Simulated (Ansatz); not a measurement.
# Ni3Ge: the cost of one run

Program: Ansatz 0.2.0. Level of theory: DFT r2SCAN, scalar-relativistic, plane waves, PAW. These are calculated values, not measurements.

1 further run of the same task is left out (set aside as unsound or not needed). Runs told in other sessions of the task aren't counted.

## 1. Starting point

Symmetry: Pm-3m, No. 221, cubic system. Conventional cell: a = 3.533 Å, b = 3.533 Å, c = 3.533 Å, α = 90.00°, β = 90.00°, γ = 90.00°. Ni (site symmetry 4/mmm) has 8 Ni at 2.50 Å and 4 Ge at 2.50 Å in its first shell of neighbours. Ge (site symmetry m-3m) is surrounded by 12 Ni at 2.50 Å.

As a file:

```cif
data_structure
_symmetry_space_group_name_H-M 'Pm-3m'
_symmetry_Int_Tables_number 221
_cell_length_a 3.5326
_cell_length_b 3.5326
_cell_length_c 3.5326
_cell_angle_alpha 90.000
_cell_angle_beta 90.000
_cell_angle_gamma 90.000
_cell_volume 44.08
loop_
_atom_site_label
_atom_site_type_symbol
_atom_site_symmetry_multiplicity
_atom_site_Wyckoff_symbol
_atom_site_fract_x
_atom_site_fract_y
_atom_site_fract_z
_atom_site_occupancy
Ni1 Ni 3 c 0.50000 0.00000 0.50000 1
Ge1 Ge 1 a 0.00000 0.00000 0.00000 1
```

It goes back to an entry of the Materials Project, which need not be the stable form.

This cell was relaxed beforehand with the same method: volume 11.02 Å³/atom, gap on the mesh none (metal).

## 2. Zero of energy

The reference gives a free energy of -21839.7654 eV, pressure 0.02 GPa, largest force 0.000 eV/Å and gap on the mesh none (metal). It was computed beforehand with the settings of the runs below.

## 3. Setting up biaxial against axial strain

The cell is strained by p along both x and y and by q along z, with fractional coordinates fixed.

## 4. p = -0.080, q = -0.080

input.yaml reads:

```yaml
crystal:
  lattice:
    - [3.2500075466, 0.0, 0.0]
    - [0.0, 3.2500075466, 0.0]
    - [0.0, 0.0, 3.2500075466]
  atoms:
    - { symbol: Ni, position: [0.5, 0.0, 0.5] }
    - { symbol: Ni, position: [0.0, 0.5, 0.5] }
    - { symbol: Ni, position: [0.5, 0.5, 0.0] }
    - { symbol: Ge, position: [0.0, 0.0, 0.0] }
basis:
  ecutwfc: 500
kpoints:
  mp_grid: { grid: [14, 14, 14] }
hamiltonian:
  xc: r2scan
scf:
  occupations: { method: gaussian, width: 0.15 }
output:
  forces: true
  stress: true
  eigenvalues: true
```

Run with:

```
> ansatz run input.yaml --threads 2 --pin off --max-ram 5120MiB --backend cpu --events-out ev --progress --plain --runs-dir out
```

What time and memory should one allow on 2 threads of Arm Neoverse V1, shared host?

About 12 s, with a peak of 0.5 GiB.
